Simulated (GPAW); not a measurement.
## SiC (Moissanite) in GPAW: the effect of strain hydrostatic

Crystal: SiC (Moissanite).

```
Si C
1.0
     2.95296    0.00000    0.00000
    -1.47648    2.55734    0.00000
     0.00000    0.00000    4.84608
Si C
2 2
Direct
  0.66667 0.33333 0.50000
  0.33333 0.66667 0.00000
  0.66667 0.33333 0.88500
  0.33333 0.66667 0.38500
```

Alike in all runs:

* Program: GPAW 26.7.0
* Task: band structure
* Functional: PBEsol
* Potentials or basis: PAW data sets generated in the run's folder for this functional
* Cutoff: 800 eV
* Basis: pw
* k mesh: 10 × 10 × 5
* Occupations: fermi-dirac, width 0.05 eV
* Spin: no spin polarisation
* Maxiter: 150
* Band path: GMKGALHA,LM,KH
* Band points: 100

Task: One run gave: gap on the mesh 2.26 eV; pressure -19.8 GPa; largest force 0.59 eV/Å. Which strain hydrostatic did it use?
A. -0.04
B. 0.02
C. 0
D. 0.04
E. 0.01

Result: D.

| strain hydrostatic | gap on the mesh (eV) | pressure (GPa) | largest force (eV/Å) |
| --- | --- | --- | --- |
| -0.04 | 2.11 | 36.8 | 0.98 |
| -0.02 | 2.22 | 17.0 | 0.87 |
| -0.01 | 2.27 | 8.8 | 0.81 |
| 0 | 2.32 | 1.5 | 0.76 |
| 0.01 | 2.37 | -5.0 | 0.72 |
| 0.02 | 2.36 | -10.6 | 0.67 |
| 0.04 | 2.26 | -19.8 | 0.59 |

Caveats: the density grid can change from cell to cell, which puts small steps into energies and stress; the mesh misses the band edges, which the band path finds closer together (some runs).
